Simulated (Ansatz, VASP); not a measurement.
# P (black phosphorene bilayer, AA): VASP beside Ansatz

One calculation is typed for both programs; each brings its own data sets. How far apart do they land? The structure shown is the start of the Ansatz relaxation below; VASP solves that cell, so the two are compared at the walk's first step.

Main program and level: Ansatz 0.2.0; plane waves, with VASP 6.6.1 beside it; single point at PBE with D3(BJ).

## (1) Starting point

The cell holds 8 atoms: 8 P. Cell: a = 4.620 Å, b = 3.300 Å, c = 39.160 Å, α = 90.0°, β = 90.0°, γ = 90.0°. Vacuum lies along c. The height across the vacuum is the one that the program set for its solve, not the one typed.

As a file:

```cif
data_structure
_symmetry_space_group_name_H-M 'P 1'
_symmetry_Int_Tables_number 1
_cell_length_a 4.6200
_cell_length_b 3.3000
_cell_length_c 39.1600
_cell_angle_alpha 90.000
_cell_angle_beta 90.000
_cell_angle_gamma 90.000
_cell_volume 597.03
loop_
_atom_site_label
_atom_site_type_symbol
_atom_site_fract_x
_atom_site_fract_y
_atom_site_fract_z
_atom_site_occupancy
P1 P 0.09000 0.00000 0.22983 1
P2 P 0.41000 0.50000 0.23238 1
P3 P 0.91000 0.00000 0.28703 1
P4 P 0.59000 0.50000 0.28447 1
P5 P 0.09000 0.00000 0.36874 1
P6 P 0.41000 0.50000 0.37130 1
P7 P 0.91000 0.00000 0.42594 1
P8 P 0.59000 0.50000 0.42339 1
```

## (2) Ansatz: relaxation, PBE with D3(BJ)

Ansatz runs on its default PAW (the set named soft_2) files.

The two programs are compared at the cell with which this relaxation starts, whose forces are those of its first step.

input.yaml reads:

```yaml
crystal:
  lattice:
    - [4.62, 0.0, 0.0]
    - [0.0, 3.3, 0.0]
    - [0.0, 0.0, 25.68]
  atoms:
    - { symbol: P, position: [0.09, 0.0, 0.3504672897] }
    - { symbol: P, position: [0.41, 0.5, 0.3543613707] }
    - { symbol: P, position: [0.91, 0.0, 0.437694704] }
    - { symbol: P, position: [0.59, 0.5, 0.4338006231] }
    - { symbol: P, position: [0.09, 0.0, 0.562305296] }
    - { symbol: P, position: [0.41, 0.5, 0.5661993769] }
    - { symbol: P, position: [0.91, 0.0, 0.6495327103] }
    - { symbol: P, position: [0.59, 0.5, 0.6456386293] }
  periodic: [true, true, false]
kpoints:
  mp_grid: { grid: [8, 10, 1] }
hamiltonian:
  xc: pbe
  dispersion: d3bj
scf:
  occupations: { method: fermi_dirac, width: 0.05 }
  convergence: { dr2_threshold: 1.0e-09 }
relax:
  f_tol: 0.004
  max_steps: 90
  cell: {}
output:
  write_potential: true
  write_density: true
  volumetric_format: npy
```

Started as:

```console
ansatz run input.yaml --threads 2 --pin off --max-ram 3072MiB --backend cpu --events-out ev --progress --plain --runs-dir out
```

Numbers of over 12 decimals in the logs are rounded to 6 here.

Output:

```text
Warning: crystal.periodic: the lattice vector that does not repeat stood 0.000° off the slab's normal, 25.680 Å along it as the deck builds it. The run solves the slab on a vector along the normal, 39.160 Å long, with every atom where it was (on the deck's vector they left 18.00 Å outside them, and the widest stretch free of ions among them is 3.20 Å). A fractional position that the run reports is one of the run's ce [...]
Warning: relax.cell: scf.convergence.dr2_threshold = 1e-9 eV is looser than the 2.55932515685e-10 eV advised for a relaxation that steers and ends on the stress (1e-10 eV for each atom of the cell: 8, times the square of relax.cell.stress_2d_tol = 0.05 N/m over 17.7 Å (the atoms' height at the walk's start and 5 Å past either face), 2.828e-2 GPa, over a crystal's default 0.05). What an SCF threshold leaves in a stress goes as its square root, and in the free energy as the threshold itself, and one threshold admits the most on a small cell: [figures from the program's tests cut] Set scf.convergence.dr2_threshold to 2.55932515685e-10 eV or tighter. [rest of the remark cut]
crystal.periodic: the lattice vector that does not repeat stood 0.000° off the slab's normal, 25.680 Å along it as the deck builds it. The run solves the slab on a vector along the normal, 39.160 Å long, with every atom where it was (on the deck's vector they left 18.00 Å outside them, and the widest stretch free of ions among them is 3.20 Å). A fractional position that the run reports is one of the run's cell, which [...]
Engine: ansatz 0.2.0, aarch64-unknown-linux-gnu
Pseudopotentials: kind: paw
Pseudopotential: P, paw, valence charge 5, recommended cutoff 420 eV (normal), P.paw.azcp
Functional definition: PBE
  parameter kappa = 0.804
  parameter beta = 0.066725
  exchange = pbe_x(kappa = kappa, mu = beta*pi^2/3)
  correlation = pbe_c(beta = beta)
Crystal: 8 atoms, lattice volume = 597.033 Å³
Basis set: ecut = 420 eV, 11791 PW (Γ), exchange–correlation on 64×48×540 points (8 copies of the dense FFT grid, shifted against one another)
[...]
SCF iter   4: F=—  HF=-6047.703880 eV  |F-HF|=—  |Δ(HF+E_count)|=   4.43e-5  Δρ=6.64e-5  dr2=6.47e-5  ethr=1.04e-6  ⟨swp⟩=2.8  Hψ=1263  notcnv=0
SCF iter   5: F=—  HF=-6047.703856 eV  |F-HF|=—  |Δ(HF+E_count)|=   2.38e-5  Δρ=3.53e-5  dr2=1.44e-5  ethr=1.62e-7  ⟨swp⟩=3.3  Hψ=1775  notcnv=0
SCF iter   6: F=—  HF=-6047.703855 eV  |F-HF|=—  |Δ(HF+E_count)|=   1.37e-6  Δρ=1.83e-5  dr2=3.56e-6  ethr=3.59e-8  ⟨swp⟩=2.5  Hψ=1456  notcnv=0
SCF iter   7: F=—  HF=-6047.703882 eV  |F-HF|=—  |Δ(HF+E_count)|=   2.70e-5  Δρ=1.70e-6  dr2=4.10e-8  ethr=8.89e-9  ⟨swp⟩=2.9  Hψ=1685  notcnv=0
SCF iter   8: F=—  HF=-6047.703882 eV  |F-HF|=—  |Δ(HF+E_count)|=   6.36e-9  Δρ=6.04e-7  dr2=5.33e-9  ethr=1.03e-10  ⟨swp⟩=3.5  Hψ=2005  notcnv=0
SCF iter   9: F=-6047.703882 eV  HF=-6047.703882 eV  |F-HF|=1.82e-12  |Δ(HF+E_count)|=  6.58e-10  Δρ=8.86e-8  dr2=5.62e-11  ethr=2.50e-12  ⟨swp⟩=11.8  Hψ=6842  notcnv=0
SCF 12 converged in 9 iterations: F = -6047.703882 eV  dr2 = 5.62e-11
relax step  12: F+E_penalty+E_count = -6047.70388152 eV  Δ(F+E_penalty+E_count) = -8.843e-4 eV  max|allowed force component| = 9.113e-3 eV/Å  Δτ_max = 0.0121 Å  P = +0.053 N/m  Ω = 561.363 Å³  energy of the carried Pulay correction = +1.248e-3 eV  fix = [c, alpha, beta]  reactions: c -0.000 N/m; beta -0.000 N/m/rad  (9 SCF iters, accepted)
[...]
relax step  13: F+E_penalty+E_count = -6047.70391153 eV  Δ(F+E_penalty+E_count) = -3.001e-5 eV  max|allowed force component| = 7.313e-4 eV/Å  Δτ_max = 0.0028 Å  P = +0.003 N/m  Ω = 561.629 Å³  energy of the carried Pulay correction = +1.238e-3 eV  fix = [c, alpha, beta]  reactions: c +0.000 N/m; beta +0.000 N/m/rad  (7 SCF iters, accepted)
[...]
relax step  14: F+E_penalty+E_count = -6047.70328940 eV  Δ(F+E_penalty+E_count) = +6.221e-4 eV  max|allowed force component| = 8.071e-4 eV/Å  Δτ_max = 0.0000 Å  P = -0.007 N/m  Ω = 561.629 Å³  fix = [c, alpha, beta]  reactions: c +0.000 N/m; beta +0.000 N/m/rad  stress off target by 1.46e-2 N/m on what of the cell is left free  SCF on the basis re-selected at this cell (its energy is not comparable with the rows above)  (5 SCF iters)
basis re-selected at this cell: Δ(F+E_penalty+E_count) = +6.221e-4 eV, ΔP = -0.010 N/m vs the last step (what re-selecting the basis moved, of the pressure what is left beyond the Pulay correction that the steps carried, after the strain that the cell walked since its last selection, with what the two solves' SCF thresholds leave and, on support functions, any second-order correction that the steps lacked; it is no measure of the basis error at this ecutwfc). The dense FFT grid was sized anew with the basis: this SCF ran on 30×24×270 points, the steps before it on 32×24×270, so part of this shift can come from that change (see relax.cell in the input reference). [rest of the remark cut]
SCF converged after 5 iterations
Free energy (F): -6047.703289 eV
Harris-Foulkes:  -6047.703289 eV  (|F-HF|=3.64e-11)
Internal energy: -6047.703148 eV  (E = F + TS)
E sigma→0 (E₀):  -6047.703219 eV
Entropy (-TS):   -0.000142 eV (-0.018 meV/atom)
Fermi energy:    -4.642230 eV
--- Per-component energies (eV) ---
  E_band       = -447.096963
  E_kinetic    = 561.557337
  E_local      = -66099.547105  (includes V_loc(G=0)·N_el)
  E_nonlocal   = 271.526126
  E_hartree    = 32682.059357
  E_xc         = -490.703205
  E_vxc        = -484.482400  (∫ρ·V_xc dr)
  E_paw        = -4554.689749  (= ΣΔE_a)
  E_vpaw       = -60.270246  (= ΣTr[D̂ρ^β])
  E_aug_tail   = 0.000025  (compensation charges beyond the density's cutoff)
  E_ewald      = 31584.582178
  E_disp       = -2.488112  (pairwise vdW)
  E_smearing   = -0.000142  (= −TS)
  E_closure    = 0.000000  (closes the sum)
  Σ components = -6047.703289   (vs F -6047.703289, Δ=0.00e0)
--- Forces (eV/Å), atoms counted from 1 ---
  atom   1  P     -0.00008469    -0.00000000     0.00061647
  atom   2  P      0.00080713     0.00000000    -0.00039210
  atom   3  P     -0.00028778     0.00000000     0.00034281
  atom   4  P     -0.00029278    -0.00000000    -0.00036894
  atom   5  P      0.00028778    -0.00000000    -0.00034281
  atom   6  P      0.00029278     0.00000000     0.00036894
  atom   7  P      0.00008469     0.00000000    -0.00061647
  atom   8  P     -0.00080713    -0.00000000     0.00039210
  max |Σ_I F_I| component: 0.00e0 eV/Å
--- 2D stress c σ (N/m, compression-positive) ---
       -0.014572      -0.000000      -0.000000
       -0.000000       0.000134      -0.000000
       -0.000000      -0.000000      -0.000000
  P = ½ c Tr σ = -0.0072 N/m
--- Band table (eV; the first three rows and the last of 30) ---
  k-point 0: bands = ["-20.2554", "-20.0867", "-17.7416", "-17.3251", "-13.8100", "-13.8096", "-11.3326", "-10.4554", "-9.8901", "-9.4191", "-9.4052", "-9.3765", "-8.5445", "-8.4110", "-7.2275", "-6.8654", "-6.6376", "-6.5676", "-5.2457", "-5.0481", "-4.3674", "-3.6333", "-3.3540", "-3.1449", "-2.3751", "-2.0442", "-1.3833", "-1.3580"]
  k-point 1: bands = ["-20.1353", "-19.9672", "-17.6172", "-17.2012", "-13.9053", "-13.8948", "-11.2327", "-10.3669", "-9.8089", "-9.5761", "-9.5372", "-9.3121", "-9.1145", "-8.9898", "-7.4023", "-7.2598", "-7.1523", "-6.4896", "-5.2665", "-5.0152", "-4.3239", "-3.1262", "-2.6632", "-2.3561", "-2.0320", "-2.0173", "-1.5015", "-1.2104"]
  k-point 2: bands = ["-19.7771", "-19.6110", "-17.2452", "-16.8304", "-14.3071", "-14.2607", "-10.9633", "-10.5419", "-10.3460", "-10.0331", "-9.9379", "-9.8251", "-9.4398", "-9.0139", "-7.8589", "-7.8086", "-7.0029", "-6.3432", "-5.5083", "-5.1450", "-4.1341", "-3.1697", "-3.1670", "-2.8249", "-1.2109", "-0.9681", "-0.7586", "-0.7362"]
  k-point 29: bands = ["-16.9144", "-16.8678", "-16.8453", "-16.7324", "-14.9799", "-14.8568", "-14.6840", "-14.6415", "-10.3083", "-10.2224", "-10.2058", "-10.2002", "-9.8034", "-9.7715", "-9.7655", "-9.6969", "-6.7915", "-6.7789", "-6.0849", "-5.9525", "-3.2434", "-2.8229", "-2.1066", "-1.8328", "-0.4457", "-0.3777", "-0.3677", "-0.3263"]
  the weakly bound empty levels are not read free of the cell's end (no_gap_told)
--- Relaxed structure (13 steps of the walk, 12 accepted, 1 SCFs on fresh bases) ---
  F+E_penalty+E_count = -6047.70328940 eV   max|allowed force component| = 8.071e-4 eV/Å   (the final SCF, on the basis selected at the relaxed cell)
  cell:  # Å, volume = 561.6288 Å³
    - [4.345074, 0.0, 0]
    - [0.0, 3.300726, 0.0]
    - [0, 0.0, 39.160000]
  atoms:
    - { symbol: P, position: [-0.068069, 0.0, 0.234231] }
    - { symbol: P, position: [0.273235, 0.5, 0.234435] }
    - { symbol: P, position: [0.778086, 0.0, 0.288982] }
    - { symbol: P, position: [0.434357, 0.5, 0.289200] }
    - { symbol: P, position: [0.221914, 0.0, 0.366789] }
    - { symbol: P, position: [0.565643, 0.5, 0.366571] }
    - { symbol: P, position: [1.068069, 0.0, 0.421540] }
    - { symbol: P, position: [0.726765, 0.5, 0.421336] }
```

In the SCF lines HF is the Harris–Foulkes energy and dr2 the Hartree energy of the density residual, in eV; the loop may stop once dr2 is under the threshold and the program's other checks hold. Hψ counts applications of the Hamiltonian.

## (3) VASP: single point, PBE with D3(BJ), start cell

The same cell, functional, mesh and smearing now go to VASP, with its own data sets.

Lines of VASP's logs that name or quote its potential files are left out, and so is its time.

INCAR reads:

```
SYSTEM = P
PREC = Accurate
ENCUT = 400
EDIFF = 1E-06
NELM = 120
ISMEAR = -1
SIGMA = 0.05
LREAL = .FALSE.
ALGO = Normal
GGA = PE
IVDW = 12
NBANDS = 28
LORBIT = 11
LWAVE = .FALSE.
LCHARG = .FALSE.
ISIF = 2
LDIPOL = .TRUE.
IDIPOL = 3
DIPOL = 0.5 0.5 0.328
LVHAR = .TRUE.
LASPH = .TRUE.
GGA_COMPAT = .FALSE.
EFERMI = MIDGAP
NELMDL = -8
KPAR = 2
```

POSCAR reads:

```
P
1.0
    4.6200000000      0.0000000000      0.0000000000
    0.0000000000      3.3000000000      0.0000000000
    0.0000000000      0.0000000000     39.1600000000
P
8
Direct
    0.0900000000      0.0000000000      0.2298263534
    0.4100000000      0.5000000000      0.2323799796
    0.9100000000      0.0000000000      0.2870275792
    0.5900000000      0.5000000000      0.2844739530
    0.0900000000      0.0000000000      0.3687436159
    0.4100000000      0.5000000000      0.3712972421
    0.9100000000      0.0000000000      0.4259448417
    0.5900000000      0.5000000000      0.4233912155
```

KPOINTS reads:

```
Automatic mesh
0
Gamma
8 10 1
0 0 0
```

The projector-augmented-wave data sets are P (PBE family, release 64).

Started as:

```console
mpirun -np 2 vasp_std
```

Output:

```text
[banner, memory and clock lines left out]
running    2 mpi-ranks, on    1 nodes
 distrk:  each k-point on    1 cores,    2 groups
 distr:  one band on    1 cores,    1 groups

 POSCAR found type information on POSCAR P
 POSCAR found :  1 types and       8 ions
 LDA part: xc-table for (Slater+PW92), standard interpolation
 POSCAR, INCAR and KPOINTS ok, starting setup
 FFT: planning ... GRIDC
 FFT: planning ... GRID_SOFT
 FFT: planning ... GRID
 WAVECAR not read
 entering main loop
       N       E                     dE             d eps       ncg     rms          rms(c)
DAV:   1     0.267410104568E+03    0.26741E+03   -0.11252E+04  1688   0.827E+02
DAV:   2    -0.710917542873E+01   -0.27452E+03   -0.26480E+03  2532   0.181E+02
DAV:   3    -0.419754146602E+02   -0.34866E+02   -0.34639E+02  1988   0.708E+01
DAV:   4    -0.430286098937E+02   -0.10532E+01   -0.10479E+01  2444   0.153E+01
DAV:   5    -0.430509983465E+02   -0.22388E-01   -0.22341E-01  2560   0.200E+00
DAV:   6    -0.430515162955E+02   -0.51795E-03   -0.51769E-03  2504   0.288E-01
DAV:   7    -0.430515378329E+02   -0.21537E-04   -0.21537E-04  2612   0.443E-02
DAV:   8    -0.430515381001E+02   -0.26722E-06   -0.26706E-06  2064   0.538E-03    0.142E+01
DAV:   9    -0.427890948958E+02    0.26244E+00   -0.20160E-01  1992   0.193E+00    0.839E+00
DAV:  10    -0.426839058988E+02    0.10519E+00   -0.31993E-01  2084   0.241E+00    0.469E-01
DAV:  11    -0.426834489828E+02    0.45692E-03   -0.24386E-02  2028   0.774E-01    0.305E-01
DAV:  12    -0.426833180914E+02    0.13089E-03   -0.20058E-03  2376   0.210E-01    0.169E-01
DAV:  13    -0.426831976785E+02    0.12041E-03   -0.59760E-04  1968   0.109E-01    0.670E-02
DAV:  14    -0.426831637329E+02    0.33946E-04   -0.23075E-04  2128   0.698E-02    0.311E-02
[...]
DAV:  20    -0.426836122880E+02   -0.28718E-04   -0.64105E-07  1508   0.294E-03    0.186E-03
DAV:  21    -0.426836487192E+02   -0.36431E-04   -0.74590E-07  1492   0.277E-03    0.159E-03
DAV:  22    -0.426836632165E+02   -0.14497E-04   -0.14197E-07  1280   0.138E-03    0.815E-04
DAV:  23    -0.426836784733E+02   -0.15257E-04   -0.53831E-07  1400   0.171E-03    0.475E-04
DAV:  24    -0.426836805502E+02   -0.20769E-05   -0.37980E-08  1112   0.704E-04    0.547E-04
DAV:  25    -0.426836833537E+02   -0.28036E-05   -0.68905E-08  1204   0.586E-04    0.134E-04
DAV:  26    -0.426836843868E+02   -0.10330E-05   -0.18353E-08  1048   0.333E-04    0.840E-05
DAV:  27    -0.426836850340E+02   -0.64719E-06   -0.11942E-08  1044   0.241E-04
   1 F= -.44943662E+02 E0= -.44942816E+02  d E =-.169233E-02
```

[end of part 1 of 2]

[Lines on the potential files, build, host, timing and source positions are cut from VASP's logs without a mark.]

[Logs are printed without paths, hosts, clocks, repeated set-up lines and the standing remarks that a program may print on its own settings, such as how far it seeks lower states.]

[Hosts, paths, dates, database ids (printed as entryN), source tags and the programs' standing remarks are cut or masked in the printed files.]
